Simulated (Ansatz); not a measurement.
# B: one candidate of a structure search

Aim: relax a trial structure of B and see where it ends.

Computed with Ansatz 0.2.0 (DFT PBE, scalar-relativistic, plane waves, PAW, unless a step's input says otherwise).

**1. The structure to begin with**

It takes space group P4_2/m (No. 84, tetragonal). The conventional cell has a = 2.886 Å, b = 2.886 Å, c = 4.619 Å, α = 90.00°, β = 90.00°, γ = 90.00°. B (site symmetry -4) has 4 B at 1.67 Å as nearest neighbours. B (site symmetry m) is surrounded by 4 B at 1.64 to 1.77 Å.

As a file:

```cif
data_structure
_symmetry_space_group_name_H-M 'P 1'
_symmetry_Int_Tables_number 1
_cell_length_a 2.8865
_cell_length_b 2.8865
_cell_length_c 4.6189
_cell_angle_alpha 90.000
_cell_angle_beta 90.000
_cell_angle_gamma 90.000
_cell_volume 38.48
loop_
_atom_site_label
_atom_site_type_symbol
_atom_site_fract_x
_atom_site_fract_y
_atom_site_fract_z
_atom_site_occupancy
B1 B 0.00000 0.00000 0.25000 1
B2 B 0.00000 0.00000 0.75000 1
B3 B 0.65668 0.23682 0.50000 1
B4 B 0.34332 0.76318 0.50000 1
B5 B 0.76318 0.65668 0.00000 1
B6 B 0.23682 0.34332 0.00000 1
```

A structure generator made this guess: 4-connected net of one element (P4_2/m, No. 84). Lengths come from tabulated atomic sizes and are only a guess.

**2. Probe: one point on a coarse mesh**

The input, input.yaml:

```yaml
crystal:
  lattice:
    - [2.88647387, 0.0, 0.0]
    - [0.0, 2.88647387, 0.0]
    - [0.0, 0.0, 4.61885648]
  atoms:
    - { symbol: B, position: [0.0, 0.0, 0.25] }
    - { symbol: B, position: [0.0, 0.0, 0.75] }
    - { symbol: B, position: [0.65668231, 0.23681633, 0.5] }
    - { symbol: B, position: [0.34331769, 0.76318367, 0.5] }
    - { symbol: B, position: [0.76318367, 0.65668231, 0.0] }
    - { symbol: B, position: [0.23681633, 0.34331769, 0.0] }
basis:
  ecutwfc: 420
kpoints:
  mp_grid: { grid: [6, 6, 4] }
hamiltonian:
  xc: pbe
scf:
  occupations: { method: gaussian, width: 0.1 }
  lower_state_search: "off"
output:
  forces: true
  stress: true
  eigenvalues: true
```

Launch:

```bash
$ ansatz run input.yaml --threads 1 --pin off --max-ram 2560MiB --backend cpu --events-out ev --progress --plain --runs-dir out
```

Log, shortened:

```text
[...]
SCF converged after 6 iterations
Free energy (F): -926.749215 eV
[...]
E sigma→0 (E₀):  -926.743344 eV
Entropy (-TS):   -0.011742 eV (-1.957 meV/atom)
Fermi energy:    10.826208 eV
[...]
--- Forces (eV/Å), atoms counted from 1 ---
  atom   1  B      0.00000000     0.00000000     0.00000000
  atom   2  B     -0.00000000     0.00000000    -0.00000000
  atom   3  B     -2.61783139     3.64522207    -0.00000000
  atom   4  B      2.61783139    -3.64522207     0.00000000
  atom   5  B     -3.64522207    -2.61783139    -0.00000000
  atom   6  B      3.64522207     2.61783139     0.00000000
[...]
--- Stress (GPa, compression-positive) ---
       58.549377      -0.000005      -0.000000
        0.000005      58.549377      -0.000000
       -0.000000      -0.000000      44.201772
  P = ⅓ Tr σ = 53.7668 GPa (537.668 kbar)
--- Band table (eV; the first three rows and the last of 33) ---
  k-point 0: bands = ["-5.4372", "-0.6693", "0.6334", "7.7261", "8.4347", "8.4347", "8.5804", "9.7205", "11.3353", "11.7136", "11.8030", "11.8030", "17.6033", "17.6033", "20.3797"]
[...]
```

Run time: 4.5 s. Hardware: 1 thread of Intel Xeon at 2.50GHz (Skylake/Cascade Lake), shared host; peak memory 0.31 GiB.

The probe gives pressure 53.8 GPa, largest force 4.49 eV/Å, gap on this mesh none (metal). A cheap, loose relaxation comes first.

**3. Coarse relaxation**

Edit input.yaml of step 2 so:

```diff
@@ -25 +25,6 @@
   eigenvalues: true
+relax:
+  adjacent_minimum: "off"
+  f_tol: 0.04
+  max_steps: 70
+  cell: { stress_tol: 0.4 }
```

Launch:

```bash
$ ansatz run input.yaml --threads 1 --pin off --max-ram 2560MiB --backend cpu --events-out ev --progress --plain --runs-dir out
```

Log:

```text
Warning: RAYON_NUM_THREADS=1 ignored (pool sized by the plan → 1); use --threads N
Engine: ansatz 0.2.0, x86_64-unknown-linux-gnu
Pseudopotentials: kind: paw
Pseudopotential: B, paw, valence charge 3, recommended cutoff 420 eV (normal), B.paw.azcp
Functional definition: PBE
  parameter kappa = 0.804
  parameter beta = 0.06672455060314922
  exchange = pbe_x(kappa = kappa, mu = beta*pi^2/3)
  correlation = pbe_c(beta = beta)
Crystal: 6 atoms, lattice volume = 38.483 Å³
Basis set: ecut = 420 eV, 755 PW (Γ), exchange–correlation on 40×40×64 points (8 copies of the dense FFT grid, shifted against one another)
Bands: 15, of which v1, the nominal top of the filled ones, is band 9 counted from 1 (8 counted from 0)
Symmetry: 8 space group operations
Space group: P42/m (ITA 84), of the structure as read, at distance tolerance 3.4e-5 Å
k-points: 33 of 144
Non-local potential: B, projectors of the file, l = 0: 2, l = 1: 2, l = 2: 1
PAW form: soft (Blöchl's): semilocal exchange-correlation on the pseudo side does not see the compensation charge
PAW one-centre angular grid: B, 110 points (default); XC on 64 Gauss nodes
Initial density: superposition of atomic densities (neutral atoms: chi_scale 0, normalization atom), corrected by the library's trained network
Initial wavefunctions: pseudopotential atomic-orbital guess
Functional: x = pbe(κ = 0.804, μ = 0.2195149727645171), c = pbe(β = 0.06672455060314922)
SCF iter   1: F=—  HF=-926.752727 eV  |F-HF|=—  |Δ(HF+E_count)|=         —  Δρ=7.42e-3  dr2=1.84e-2  ethr=1.77e-3  ⟨swp⟩=5.7  Hψ=2839  notcnv=0
preconditioner: auto → none  [metal: Δε(μ)=0.018 eV  Ē_g=10.973 eV  σ=0.100 eV  W_gap=0.10  n_scr=6 (ndim 8)  ℏωp=25.4 eV  f_vac=0.000  D(μ)=2.24/eV (n_scr^D=20)  sad-step TF]
SCF iter   2: F=—  HF=-926.750623 eV  |F-HF|=—  |Δ(HF+E_count)|=   2.10e-3  Δρ=4.23e-3  dr2=6.42e-3  ethr=1.02e-4  ⟨swp⟩=1.0  Hψ=759  notcnv=0
SCF iter   3: F=—  HF=-926.749225 eV  |F-HF|=—  |Δ(HF+E_count)|=   1.40e-3  Δρ=3.20e-4  dr2=3.17e-5  ethr=3.57e-5  ⟨swp⟩=2.7  Hψ=781  notcnv=0
SCF iter   4: F=—  HF=-926.749214 eV  |F-HF|=—  |Δ(HF+E_count)|=   1.04e-5  Δρ=8.09e-5  dr2=1.39e-6  ethr=1.76e-7  ⟨swp⟩=2.5  Hψ=775  notcnv=0
iter 5 did not close the SCF: its close was put off for the readings that it lacked (scf_convergence_deferred on its scf_iter line)
SCF iter   5: F=-926.749215 eV  HF=-926.749215 eV  |F-HF|=2.06e-8  |Δ(HF+E_count)|=   3.97e-7  Δρ=2.15e-5  dr2=9.36e-8  ethr=7.71e-9  ⟨swp⟩=2.1  Hψ=721  notcnv=0
SCF iter   6: F=-926.749215 eV  HF=-926.749215 eV  |F-HF|=2.53e-10  |Δ(HF+E_count)|=   3.18e-8  Δρ=3.16e-6  dr2=2.16e-9  ethr=5.20e-10  ⟨swp⟩=4.9  Hψ=2155  notcnv=0
the search or the solves at the SCF's close seem to have found levels that the self-consistency loop had missed (the run counts 1). By its estimate they hold under 1e-12 electrons; where the run keeps them, the occupations were computed again with them
SCF 1 converged in 6 iterations: F = -926.749215 eV  dr2 = 2.16e-9
relax step   1: F+E_penalty+E_count = -926.74921465 eV  Δ(F+E_penalty+E_count) = +0.000e0 eV  max|allowed force component| = 3.645e0 eV/Å  Δτ_max = 0.0000 Å  P = +53.767 GPa  Ω = 38.483 Å³  (6 SCF iters, dr2 threshold 1.00e-7 eV, accepted)
Crystal: 6 atoms, lattice volume = 42.022 Å³
Basis set: ecut = 420 eV, 815 PW (Γ), exchange–correlation on 40×40×64 points (8 copies of the dense FFT grid, shifted against one another)
Initial density: handed on by an earlier stage of this run
Initial wavefunctions: those handed on with the density
iter 1 solved again at ethr=1.18e-3 eV; its pass at ethr=3.10e-3 eV (dr2=2.13e-1 eV) is discarded
SCF iter   1: F=—  HF=-928.474924 eV  |F-HF|=—  |Δ(HF+E_count)|=         —  Δρ=1.91e-2  dr2=2.13e-1  ethr=1.18e-3  ⟨swp⟩=1.0  Hψ=3582  notcnv=0
preconditioner: auto → none  [metal: Δε(μ)=0.031 eV  Ē_g=10.531 eV  σ=0.100 eV  W_gap=0.17  n_scr=6 (ndim 8)  ℏωp=24.3 eV  f_vac=0.000  D(μ)=3.91/eV (n_scr^D=44)]
SCF iter   2: F=—  HF=-928.407722 eV  |F-HF|=—  |Δ(HF+E_count)|=   6.72e-2  Δρ=6.72e-3  dr2=1.75e-2  ethr=1.18e-3  ⟨swp⟩=2.7  Hψ=918  notcnv=0
SCF iter   3: F=—  HF=-928.403464 eV  |F-HF|=—  |Δ(HF+E_count)|=   4.26e-3  Δρ=1.37e-3  dr2=2.96e-4  ethr=9.72e-5  ⟨swp⟩=2.4  Hψ=849  notcnv=0
SCF iter   4: F=—  HF=-928.403546 eV  |F-HF|=—  |Δ(HF+E_count)|=   8.28e-5  Δρ=2.57e-4  dr2=1.13e-5  ethr=1.64e-6  ⟨swp⟩=1.9  Hψ=703  notcnv=0
iter 5 did not close the SCF: its close was put off for the readings that it lacked (scf_convergence_deferred on its scf_iter line)
SCF iter   5: F=-928.403549 eV  HF=-928.403549 eV  |F-HF|=5.04e-8  |Δ(HF+E_count)|=   2.41e-6  Δρ=3.47e-5  dr2=1.83e-7  ethr=6.28e-8  ⟨swp⟩=2.1  Hψ=780  notcnv=0
SCF iter   6: F=-928.403549 eV  HF=-928.403549 eV  |F-HF|=9.08e-10  |Δ(HF+E_count)|=   7.20e-8  Δρ=2.97e-6  dr2=1.24e-9  ethr=1.02e-9  ⟨swp⟩=3.0  Hψ=2091  notcnv=0
SCF 2 converged in 6 iterations: F = -928.403549 eV  dr2 = 1.24e-9
relax step   2: F+E_penalty+E_count = -928.40354885 eV  Δ(F+E_penalty+E_count) = -1.654e0 eV  max|allowed force component| = 2.320e0 eV/Å  Δτ_max = 0.0532 Å  P = +18.610 GPa  Ω = 42.022 Å³  energy of the carried Pulay correction = -8.905e-3 eV  (6 SCF iters, dr2 threshold 6.00e-7 eV, accepted)
Crystal: 6 atoms, lattice volume = 43.789 Å³
Basis set: ecut = 420 eV, 855 PW (Γ), exchange–correlation on 40×40×64 points (8 copies of the dense FFT grid, shifted against one another)
iter 1 solved again at ethr=1.44e-3 eV; its pass at ethr=3.10e-3 eV (dr2=2.59e-1 eV) is discarded
SCF iter   1: F=—  HF=-929.488538 eV  |F-HF|=—  |Δ(HF+E_count)|=         —  Δρ=2.01e-2  dr2=2.61e-1  ethr=1.44e-3  ⟨swp⟩=1.0  Hψ=3677  notcnv=0
preconditioner: auto → none  [metal: Δε(μ)=0.124 eV  Ē_g=10.486 eV  σ=0.100 eV  W_gap=0.48  n_scr=6 (ndim 8)  ℏωp=23.8 eV  f_vac=0.000  D(μ)=2.64/eV (n_scr^D=28)]
SCF iter   2: F=—  HF=-929.406349 eV  |F-HF|=—  |Δ(HF+E_count)|=   8.22e-2  Δρ=5.94e-3  dr2=1.03e-2  ethr=1.44e-3  ⟨swp⟩=2.6  Hψ=915  notcnv=0
SCF iter   3: F=—  HF=-929.405263 eV  |F-HF|=—  |Δ(HF+E_count)|=   1.09e-3  Δρ=1.73e-3  dr2=3.95e-4  ethr=5.73e-5  ⟨swp⟩=2.2  Hψ=841  notcnv=0
SCF iter   4: F=—  HF=-929.405529 eV  |F-HF|=—  |Δ(HF+E_count)|=   2.66e-4  Δρ=9.13e-5  dr2=2.09e-6  ethr=2.19e-6  ⟨swp⟩=2.1  Hψ=754  notcnv=0
iter 5 did not close the SCF: its close was put off for the readings that it lacked (scf_convergence_deferred on its scf_iter line)
SCF iter   5: F=-929.405529 eV  HF=-929.405529 eV  |F-HF|=2.10e-9  |Δ(HF+E_count)|=   9.75e-9  Δρ=1.65e-5  dr2=5.48e-8  ethr=1.16e-8  ⟨swp⟩=2.6  Hψ=777  notcnv=0
SCF iter   6: F=-929.405529 eV  HF=-929.405529 eV  |F-HF|=2.11e-10  |Δ(HF+E_count)|=   1.01e-8  Δρ=1.69e-6  dr2=8.45e-10  ethr=3.05e-10  ⟨swp⟩=3.3  Hψ=2123  notcnv=0
SCF 3 converged in 6 iterations: F = -929.405529 eV  dr2 = 8.45e-10
relax step   3: F+E_penalty+E_count = -929.40552890 eV  Δ(F+E_penalty+E_count) = -1.002e0 eV  max|allowed force component| = 1.663e-1 eV/Å  Δτ_max = 0.0883 Å  P = -2.466 GPa  Ω = 43.789 Å³  energy of the carried Pulay correction = -1.307e-2 eV  (6 SCF iters, dr2 threshold 6.00e-7 eV, accepted)
[... from here on, the SCF cycles and remarks between the steps are left out ...]
relax step   4: F+E_penalty+E_count = -929.58359704 eV  Δ(F+E_penalty+E_count) = -1.781e-1 eV  max|allowed force component| = 3.584e-1 eV/Å  Δτ_max = 0.0375 Å  P = -5.905 GPa  Ω = 43.010 Å³  energy of the carried Pulay correction = -1.125e-2 eV  (6 SCF iters, dr2 threshold 6.00e-7 eV, accepted)
relax step   5: F+E_penalty+E_count = -929.70688539 eV  Δ(F+E_penalty+E_count) = -1.233e-1 eV  max|allowed force component| = 4.739e-1 eV/Å  Δτ_max = 0.0124 Å  P = -5.054 GPa  Ω = 41.633 Å³  energy of the carried Pulay correction = -7.964e-3 eV  (6 SCF iters, dr2 threshold 6.00e-7 eV, accepted)
relax step   6: F+E_penalty+E_count = -929.59410370 eV  Δ(F+E_penalty+E_count) = +1.128e-1 eV  max|allowed force component| = 9.155e-1 eV/Å  Δτ_max = 0.0630 Å  P = +10.737 GPa  Ω = 39.338 Å³  energy of the carried Pulay correction = -2.226e-3 eV  (6 SCF iters, dr2 threshold 6.00e-7 eV, rejected (line search))
relax step   7: F+E_penalty+E_count = -929.74621297 eV  Δ(F+E_penalty+E_count) = -3.933e-2 eV  max|allowed force component| = 1.193e-1 eV/Å  Δτ_max = 0.0203 Å  P = +2.499 GPa  Ω = 40.381 Å³  energy of the carried Pulay correction = -4.876e-3 eV  (6 SCF iters, accepted)
relax step   8: F+E_penalty+E_count = -929.74959672 eV  Δ(F+E_penalty+E_count) = -3.384e-3 eV  max|allowed force component| = 7.349e-2 eV/Å  Δτ_max = 0.0037 Å  P = +0.138 GPa  Ω = 40.825 Å³  energy of the carried Pulay correction = -5.982e-3 eV  (6 SCF iters, dr2 threshold 6.00e-7 eV, accepted)
relax step   9: F+E_penalty+E_count = -929.75016974 eV  Δ(F+E_penalty+E_count) = -5.730e-4 eV  max|allowed force component| = 1.088e-2 eV/Å  Δτ_max = 0.0033 Å  P = -0.115 GPa  Ω = 40.836 Å³  energy of the carried Pulay correction = -6.008e-3 eV  (6 SCF iters, dr2 threshold 3.38e-7 eV, accepted)
relax step  10: F+E_penalty+E_count = -929.80176044 eV  Δ(F+E_penalty+E_count) = -5.159e-2 eV  max|allowed force component| = 1.369e-2 eV/Å  Δτ_max = 0.0000 Å  P = +0.963 GPa  Ω = 40.836 Å³  stress off target by 1.35e0 GPa  SCF on the basis re-selected at this cell (its energy is not comparable with the rows above)  (6 SCF iters)
relax step  11: F+E_penalty+E_count = -929.80202144 eV  Δ(F+E_penalty+E_count) = -2.610e-4 eV  max|allowed force component| = 4.209e-3 eV/Å  Δτ_max = 0.0012 Å  P = +0.031 GPa  Ω = 40.991 Å³  energy of the carried Pulay correction = -3.951e-4 eV  (6 SCF iters, dr2 threshold 6.00e-7 eV, accepted)
iter 1 solved again at ethr=1.04e-8 eV; its pass at ethr=3.10e-3 eV (dr2=1.87e-6 eV) is discarded
SCF iter   1: F=—  HF=-929.802377 eV  |F-HF|=—  |Δ(HF+E_count)|=         —  Δρ=1.46e-5  dr2=7.52e-9  ethr=1.04e-8  ⟨swp⟩=3.6  Hψ=4028  notcnv=0
preconditioner: auto → none  [insulator: Δε(μ)=0.137 eV  Ē_g=11.109 eV  σ=0.100 eV  W_gap=0.62  n_scr=6 (ndim 8)  ℏωp=24.6 eV  f_vac=0.000  D(μ)=0.98/eV (n_scr^D=6)  ε∞_Penn≈5.9]
iter 2 did not close the SCF: its close was put off for the readings that it lacked (scf_convergence_deferred on its scf_iter line)
SCF iter   2: F=-929.802377 eV  HF=-929.802377 eV  |F-HF|=1.98e-8  |Δ(HF+E_count)|=   1.68e-7  Δρ=7.44e-6  dr2=1.95e-9  ethr=4.18e-11  ⟨swp⟩=2.2  Hψ=756  notcnv=0
iter 3 did not close the SCF: its close was put off for the readings that it lacked (scf_convergence_deferred on its scf_iter line)
SCF iter   3: F=-929.802377 eV  HF=-929.802377 eV  |F-HF|=1.66e-11  |Δ(HF+E_count)|=   2.01e-8  Δρ=2.75e-7  dr2=2.92e-11  ethr=1.08e-11  ⟨swp⟩=2.0  Hψ=793  notcnv=0
iter 4 did not close the SCF: its close was put off for the readings that it lacked (scf_convergence_deferred on its scf_iter line)
SCF iter   4: F=-929.802377 eV  HF=-929.802377 eV  |F-HF|=4.55e-13  |Δ(HF+E_count)|=  6.59e-12  Δρ=9.06e-8  dr2=1.98e-12  ethr=1.00e-12  ⟨swp⟩=1.0  Hψ=495  notcnv=0
iter 5 did not close the SCF: its close was put off for the readings that it lacked (scf_convergence_deferred on its scf_iter line)
SCF iter   5: F=-929.802377 eV  HF=-929.802377 eV  |F-HF|=4.55e-13  |Δ(HF+E_count)|=  6.82e-13  Δρ=1.12e-8  dr2=3.97e-14  ethr=1.00e-12  ⟨swp⟩=1.0  Hψ=495  notcnv=0
SCF iter   6: F=-929.802377 eV  HF=-929.802377 eV  |F-HF|=4.55e-13  |Δ(HF+E_count)|=  6.82e-13  Δρ=1.55e-9  dr2=4.34e-16  ethr=1.00e-12  ⟨swp⟩=1.4  Hψ=1302  notcnv=0
SCF 12 converged in 6 iterations: F = -929.802377 eV  dr2 = 4.34e-16
relax step  12: F+E_penalty+E_count = -929.80237698 eV  Δ(F+E_penalty+E_count) = -3.555e-4 eV  max|allowed force component| = 4.202e-3 eV/Å  Δτ_max = 0.0000 Å  P = +0.029 GPa  Ω = 40.991 Å³  stress off target by 1.88e-1 GPa  SCF on the basis re-selected at this cell (its energy is not comparable with the rows above)  (6 SCF iters)
basis re-selected at this cell: Δ(F+E_penalty+E_count) = -3.555e-4 eV, ΔP = -0.002 GPa vs the last step (what re-selecting the basis moved, of the pressure what is left beyond the Pulay correction that the steps carried, after the strain that the cell walked since its last selection, with what the two solves' SCF thresholds leave and, on support functions, any second-order correction that the steps lacked; it is no measure of the basis error at this ecutwfc). This SCF's stress stands 1.88e-1 GPa from its target on what of the cell is left free (relax.cell.stress_tol is 4.00e-1 GPa) and its largest allowed force component is 4.20e-3 eV/Å (relax.f_tol is 4.00e-2 eV/Å): within both
SCF converged after 6 iterations
Free energy (F): -929.802377 eV
Harris-Foulkes:  -929.802377 eV  (|F-HF|=4.55e-13)
Internal energy: -929.797457 eV  (E = F + TS)
E sigma→0 (E₀):  -929.799917 eV
Entropy (-TS):   -0.004920 eV (-0.820 meV/atom)
Fermi energy:    10.904028 eV
--- Per-component energies (eV) ---
  E_band       = 73.890034
  E_kinetic    = 286.717685
  E_local      = -69.207057  (includes V_loc(G=0)·N_el)
  E_nonlocal   = 71.340256
  E_hartree    = 14.083349
  E_xc         = -191.689660
  E_vxc        = -227.579933  (∫ρ·V_xc dr)
  E_paw        = -471.068473  (= ΣΔE_a)
  E_vpaw       = -15.547599  (= ΣTr[D̂ρ^β])
  E_aug_tail   = -0.000014  (compensation charges beyond the density's cutoff)
  E_ewald      = -569.973543
  E_smearing   = -0.004920  (= −TS)
  E_closure    = -0.000000  (closes the sum)
  Σ components = -929.802377   (vs F -929.802377, Δ=0.00e0)
--- Forces (eV/Å), atoms counted from 1 ---
  atom   1  B      0.00000000    -0.00000000     0.00000000
  atom   2  B     -0.00000000     0.00000000    -0.00000000
  atom   3  B     -0.00420187     0.00418474     0.00000000
  atom   4  B      0.00420187    -0.00418474     0.00000000
  atom   5  B     -0.00418474    -0.00420187    -0.00000000
  atom   6  B      0.00418474     0.00420187     0.00000000
  max |Σ_I F_I| component: 6.94e-18 eV/Å
--- Stress (GPa, compression-positive) ---
       -0.050423      -0.000001      -0.000000
        0.000001      -0.050423      -0.000000
       -0.000000      -0.000000       0.188051
  P = ⅓ Tr σ = 0.0291 GPa (0.291 kbar)
--- Band table (eV; the first three rows and the last of 33) ---
  k-point 0: bands = ["-5.6077", "1.4791", "2.4725", "4.2786", "5.0568", "5.0568", "7.2217", "9.6473", "11.8181", "11.8181", "12.0391", "15.8288", "15.8288", "16.2115", "16.8112"]
  k-point 1: bands = ["-5.1150", "-1.2523", "4.6154", "5.0247", "5.4508", "5.4508", "8.1713", "9.1790", "10.1373", "10.1373", "10.8683", "15.5898", "17.4537", "17.4537", "18.5495"]
  k-point 2: bands = ["-3.6470", "-3.6470", "5.3863", "5.3863", "6.0585", "6.0585", "8.7353", "8.7353", "9.1474", "9.1474", "12.1832", "12.1832", "18.3258", "18.3258", "19.4008"]
  k-point 32: bands = ["0.7503", "0.7503", "1.2426", "1.2426", "2.5236", "2.5236", "3.5110", "3.5110", "14.8128", "14.8128", "15.2816", "15.2816", "18.6713", "18.6713", "21.3280"]
--- Relaxed structure (10 steps of the walk, 9 accepted, 2 SCFs on fresh bases) ---
  F+E_penalty+E_count = -929.80237698 eV   max|allowed force component| = 4.202e-3 eV/Å   (the final SCF, on the basis selected at the relaxed cell)
  cell:  # Å, volume = 40.9909 Å³
    - [3.252460856440006, 3.027250568643529e-33, 2.1410401944770056e-33]
    - [1.0514753900960134e-33, 3.252460856440006, 7.759544647959764e-33]
    - [1.5814310342596523e-33, 1.2416610956217757e-32, 3.8749230006004995]
  atoms:
    - { symbol: B, position: [-1.6777459010112525e-18, -2.5040983597183135e-20, 0.25000000000000006] }
    - { symbol: B, position: [-1.6777459010112515e-18, -2.5040983597183165e-20, 0.7500000000000001] }
    - { symbol: B, position: [0.6049513053982201, 0.2550613895484016, 0.5000000000000001] }
    - { symbol: B, position: [0.3950486946017801, 0.7449386104515985, 0.5000000000000001] }
    - { symbol: B, position: [0.7449386104515985, 0.6049513053982201, 5.837019371490251e-35] }
    - { symbol: B, position: [0.2550613895484016, 0.3950486946017801, -5.8923479249872275e-34] }
```

Run time: 45 s. Hardware: 1 thread of Intel Xeon at 2.50GHz (Skylake/Cascade Lake), shared host; peak memory 0.33 GiB.

The steps of the relaxation:

```
step  E - E(step 1) (eV/cell)  largest force component (eV/Å)  pressure (GPa)  volume (Å³)
   1                   0.0000                          3.6452           53.77        38.48
   2                  -1.6543                          2.3200           18.61        42.02
   3                  -2.6563                          0.1663           -2.47        43.79
   4                  -2.8344                          0.3584           -5.90        43.01
   5                  -2.9577                          0.4739           -5.05        41.63
   6                  -2.8449                          0.9155           10.74        39.34
   7                  -2.9970                          0.1193            2.50        40.38
   8                  -3.0004                          0.0735            0.14        40.83
   9                  -3.0010                          0.0109           -0.12        40.84
  10                  -3.0525                          0.0137            0.96        40.84
  11                  -3.0528                          0.0042            0.03        40.99
  12                  -3.0532                          0.0042            0.03        40.99
```

Step 1 is the start. Steps 10, 12 each repeat the geometry before them on a plane-wave basis chosen anew, so the energy can jump there without any move. Step 6 was tried and not accepted.

|  | before | after | change |
| --- | --- | --- | --- |
| a (Å) | 2.886 | 3.252 | +12.7 % |
| b (Å) | 2.886 | 3.252 | +12.7 % |
| c (Å) | 4.619 | 3.875 | -16.1 % |
| volume (Å³/atom) | 6.41 | 6.83 | +6.5 % |
| shortest distance (Å) | 1.639 | 1.733 | +5.7 % |
| space group (0.01 Å) | P4_2/m | P4_2/m | same |

The run keeps the 8 symmetry operations of the start, so it could not have lowered the symmetry.

[end of part 1 of 2]
